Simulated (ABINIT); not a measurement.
# PtS2 (P-3m1) in ABINIT: a series of runs, part 2 of 2

ABINIT 10.8.3 (patched build).

**3. Relaxation of cell and atoms, LDA**

Contents of run.abi:

```
pp_dirpath "./"
pseudos "Pt.LDA_PW-JTH.xml, S.LDA_PW-JTH.xml"

acell 3.5432 3.5432 5.0388 Angstrom
rprim
     1.0000000000     0.0000000000     0.0000000000
    -0.5000000000     0.8660254038     0.0000000000
     0.0000000000     0.0000000000     1.0000000000
ntypat 2
znucl 78 16
natom 3
typat 1 2 2
xred
     0.0000000000     0.0000000000     0.0000000000
     0.6666666667     0.3333333333     0.7730000000
     0.3333333333     0.6666666667     0.2270000000
chkprim 0
chksymtnons 0
tolsym 1.0e-6

ecut 20.0
pawecutdg 40.0
pawovlp -1

kptopt 1
ngkpt 9 9 5
nshiftk 1
shiftk 0.0 0.0 0.0

ixc 7

nband 15
occopt 3
tsmear 0.00183747

nstep 100
tolvrs 1.0e-9

iomode 3
prtwf 0
prtden 0
prteig 0
prtebands 0
enunit 1

ionmov 22
ntime 60
tolmxf 0.0001
optcell 2
dilatmx 1.08
ecutsm 0.5
```

Potentials or basis: JTH PAW LDA v2.0.

The run is started by

```
$ abinit run.abi > log 2>&1
```

run.abo:

```text
.Version 10.8.3 of ABINIT
 Symmetries : space group P-3 m 1 (#164); Bravais hP (primitive hexag.)
================================================================================
 Values of the parameters that define the memory need of the present run
     intxc =       0    ionmov =      22      iscf =      17    lmnmax =      18
     lnmax =       6     mgfft =      45  mpssoang =       3    mqgrid =    3001
     natom =       3  nloc_mem =       2    nspden =       1   nspinor =       1
    nsppol =       1      nsym =      12    n1xccc =       1    ntypat =       2
    occopt =       3   xclevel =       1
       mpw =        2013          nfft =       40500          nkpt =          50
 PAW method is used; the additional fine FFT grid is defined by:
   mgfftf=        60    nfftf =    121500
================================================================================
================================================================================

--------------------------------------------------------------------------------
------------- Echo of variables that govern the present computation ------------
--------------------------------------------------------------------------------
 -outvars: echo values of preprocessed input variables --------
            acell      6.6956776093E+00  6.6956776093E+00  9.5219520032E+00 Bohr
              amu      1.95080000E+02  3.20660000E+01
          chkprim           0
      chksymtnons           0
          dilatmx      1.08000000E+00
             ecut      2.00000000E+01 Hartree
           ecutsm      5.00000000E-01 Hartree
           enunit           1
           ionmov          22
              ixc           7
         kptrlatt        9    0    0      0    9    0      0    0    5
          kptrlen      4.76097600E+01
            natom           3
            nband          15
            ngfft          30      30      45
          ngfftdg          45      45      60
             nkpt          50
            nstep         100
             nsym          12
            ntime          60
           ntypat           2
           occopt           3
          optcell           2
        pawecutdg      4.00000000E+01 Hartree
          pawovlp     -1.0000000000E+00
           prtden           0
        prtebands           0
           prteig           0
            prtwf           0
[... 1342 lines left out ...]
 prteigrs : prtvol=0 or 1, do not print more k-points.

--- !EnergyTerms
iteration_state     : {dtset: 1, itime: 11, icycle: 1, }
comment             : Components of total free energy in Hartree
kinetic             :  1.68980497521139E+01
hartree             :  6.60390278928522E+00
xc                  : -1.02885713729046E+01
Ewald energy        : -4.71569619804146E+01
psp_core            :  2.37842518933595E+00
local_psp           : -2.32626242643999E+01
PAW spherical_terms :  6.85645347586862E+00
internal            : -4.79713264111155E+01
'-kT*entropy'       : -8.98865991775980E-05
total_energy        : -4.79714162977147E+01
total_energy_eV     : -1.30536873764386E+03
...

--- !EnergyTermsDC
iteration_state     : {dtset: 1, itime: 11, icycle: 1, }
comment             : '"Double-counting" decomposition of free energy'
band_energy         :  1.67370814360654E+00
Ewald energy        : -4.71569619804146E+01
psp_core            :  2.37842518933595E+00
xc_dc               : -5.90056628425312E+00
PAW spherical_terms :  1.03405580570871E+00
internal            : -4.79713391260166E+01
'-kT*entropy'       : -8.98865991775980E-05
total_energy_dc     : -4.79714290126158E+01
total_energy_dc_eV  : -1.30536908363395E+03
...

--- !EnergyTermsWithPAWCore
iteration_state     : {dtset: 1, itime: 11, icycle: 1, }
comment             : 'Components of total free energy, including PAW core contributions'
Total energy        : -1.91995699380961E+04
Total energy DC     : -1.91995699508110E+04
Total energy (eV)   : -5.22446913342257E+05
Total energy DC (eV): -5.22446913688247E+05
...

 rms coord change=  1.7057E-02   atom, delta coord (reduced):
     1       -0.000000000000      0.000000000000      0.000000000000
     2        0.000000000000      0.000000000000     -0.036182611424
     3        0.000000000000      0.000000000000      0.036182611424

 Cartesian components of stress tensor (hartree/bohr^3)
  sigma(1 1)= -2.74219281E-07  sigma(3 2)=  0.00000000E+00
  sigma(2 2)= -2.74219535E-07  sigma(3 1)=  0.00000000E+00
  sigma(3 3)= -7.46773537E-07  sigma(2 1)=  0.00000000E+00

-Cartesian components of stress tensor (GPa)         [Pressure=  1.2702E-02 GPa]
- sigma(1 1)= -8.06780979E-03  sigma(3 2)=  0.00000000E+00
- sigma(2 2)= -8.06781727E-03  sigma(3 1)=  0.00000000E+00
- sigma(3 3)= -2.19708360E-02  sigma(2 1)=  0.00000000E+00

== END DATASET(S) ==============================================================
================================================================================

 -outvars: echo values of variables after computation  --------
            acell      6.7363208725E+00  6.7363208726E+00  8.5495457596E+00 Bohr
           etotal     -4.7971429013E+01
            fcart      1.0659212050E-28  3.0770494732E-28 -0.0000000000E+00
                      -3.7307242175E-28  2.1539346312E-28 -3.5491131392E-05
                       2.6648030125E-28 -5.2309841044E-28  3.5491131392E-05
            rprim      1.0000000000E+00  0.0000000000E+00  0.0000000000E+00
                      -4.9999999999E-01  8.6602540379E-01  0.0000000000E+00
                       0.0000000000E+00  0.0000000000E+00  1.0000000000E+00
           strten     -2.7421928103E-07 -2.7421953541E-07 -7.4677353685E-07
                       0.0000000000E+00  0.0000000000E+00  0.0000000000E+00
           xangst     -1.8856899478E-26  1.6696547685E-26  0.0000000000E+00
                       1.7823537443E+00  1.0290424141E+00  3.3335274851E+00
                       3.2980169416E-16  2.0580848282E+00  1.1906972913E+00
             xred     -2.5856660628E-27  5.4084416919E-27  0.0000000000E+00
                       6.6666666667E-01  3.3333333333E-01  7.3681738858E-01
                       3.3333333333E-01  6.6666666667E-01  2.6318261142E-01
 Calculation completed.
```

Run time: 6.8 min. Hardware: 1 thread of Intel Xeon 6975P-C (Granite Rapids), shared host; peak memory 0.15 GiB.

Results:

```yaml
Free_energy: -1305.3691 eV
Relaxed_volume: 16.60 Å³/atom
Relaxed_cell: a = 3.565 Å, b = 3.565 Å, c = 4.524 Å, α = 90.00°, β = 90.00°, γ = 120.00°
Space_group_after_relaxing_to_0.05_Å: P-3m1 (No. 164)
Energy_gained_by_relaxing: 35.3 meV/atom
Ionic_steps: 11
Pressure_after_relaxing: 0.0 GPa
Band_gap_on_the_k_mesh: none (metal or under the smearing width)
Valence_electrons_inside_the_program's_atomic_spheres: Pt 8.82; S 3.54
```

Step by step:
```
step  energy change (eV)  largest force (eV/Å)  pressure (GPa)  volume (Å³)
   1              0.0000                0.8749            4.16        54.78
   2             -0.0247                0.5564            1.30        55.48
   3             -0.0415                0.2395           -0.77        55.65
   4             -0.0513                0.0467           -1.44        55.19
   5             -0.0584                0.0617           -0.90        54.20
   6             -0.0644                0.0490           -0.27        53.46
   7             -0.0898                0.0964            2.27        50.23
   8             -0.0947                0.0689            3.13        48.35
   9             -0.1041                0.1350           -0.41        49.74
  10             -0.1058                0.0168            0.04        49.88
  11             -0.1058                0.0018            0.01        49.79
```

Final structure:
```xyz
3
Lattice="3.5647 0.0000 0.0000 -1.7824 3.0871 0.0000 0.0000 0.0000 4.5242" Properties=species:S:1:pos:R:3 pbc="T T T"
Pt    0.0000    0.0000    0.0000
S     1.7824    1.0290    3.3335
S     0.0000    2.0581    1.1907
```

The run has no spin-orbit coupling, so splittings on Pt are missing. Zero-point motion and thermal expansion aren't in these numbers.
